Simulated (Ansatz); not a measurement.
The crystal is ZnSe (Stilleite).

```yaml
crystal:
  lattice:
    - [0.00000, 2.83380, 2.83380]
    - [2.83380, 0.00000, 2.83380]
    - [2.83380, 2.83380, 0.00000]
  atoms:
    - { symbol: Zn, position: [0.00000, 0.00000, 0.00000] }
    - { symbol: Se, position: [0.25000, 0.25000, 0.25000] }
```

The cell and positions come from the Crystallography Open Database and are kept as given unless a step says otherwise.

Gaps computed with Ansatz 0.2.0 without a self-energy: PBE 1.28 eV and HSE06+SOC 2.29 eV.

**Question.** What gap should G0W0 on PBE give (8×8×8 mesh, 765 empty bands, screening to 380 eV, hard PAW files)?

About 2.36 eV: on its mesh the run moves the gap from 1.29 eV by +1.07 eV. Bands and cutoff are finite, so the gap is not at the basis limit. The miss can reach some tenths of an eV and take either sign; the mesh is an error of its own. The many-body steps are scalar-relativistic: spin-orbit coupling is not in them.

[Paths, hosts, dates, memory and timing lines, banners, echoed tables and standing remarks are left out of the program output.]

[Logs are printed without paths, hosts, clocks, repeated set-up lines and the standing remarks that a program may print on its own settings, such as how far it seeks lower states.]

[Runs of the session that timed out or met a known fault of the program may be left out.]

[Cells called generated may have been cut or substituted from an entry of the Crystallography Open Database or the Materials Project.]

[Hosts, paths, dates, database ids (printed as entryN), source tags and the programs' standing remarks are cut or masked in the printed files.]
